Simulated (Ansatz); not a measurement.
# How far is PAW off for BeSe?

```
Be Se
1.0
     0.00000    2.53500    2.53500
     2.53500    0.00000    2.53500
     2.53500    2.53500    0.00000
Be Se
1 1
Direct
  0.00000 0.00000 0.00000
  0.75000 0.75000 0.75000
```

Atom numbers follow the list: Be1, Se2.

The cell is COD entry 9008837, as deposited and not checked against the literature; nothing was relaxed. It differs from other determinations.

All numbers are computed: DFT, LDA, PAW with Ansatz's default frozen-core files, scalar-relativistic (Ansatz 0.2.0); DFT, LDA, all-electron PAW with datasets made for the crystal, scalar-relativistic (Ansatz 0.2.0); DFT, LDA, all-electron LAPW, scalar-relativistic (Ansatz 0.2.0).

For PAW: a Γ-centred 10×10×10 k mesh, Fermi–Dirac smearing of 0.02 eV, cutoff 420 eV, no spin polarisation; the PAW files were made with PBE, and the program remakes their frozen cores for this functional. The crystal-made all-electron datasets (AE datasets) take a cutoff of 220 eV at this cell. LAPW targets a basis error of 1 meV/atom. The Ansatz runs share mesh, smearing and spin set-up. Plane-wave (PAW) pressures include the program's estimate of the Pulay term.

Stress and pressure are positive in compression.

Levels count from the top of the valence band.

```csv
quantity,PAW,AE datasets,LAPW
pressure (GPa),0.58,0.57,0.58
band gap (eV),2.387,2.387,2.387
highest filled level at W (eV),-3.534,-3.534,-3.534
lowest empty level at W (eV),6.077,6.078,6.078
highest filled level at K (eV),-2.360,-2.360,-2.360
lowest empty level at K (eV),3.603,3.604,3.604
highest filled level at X (eV),-2.823,-2.823,-2.823
lowest empty level at X (eV),2.387,2.387,2.387
```

PAW's pressure differs from the LAPW value by about 0.01 GPa or less.
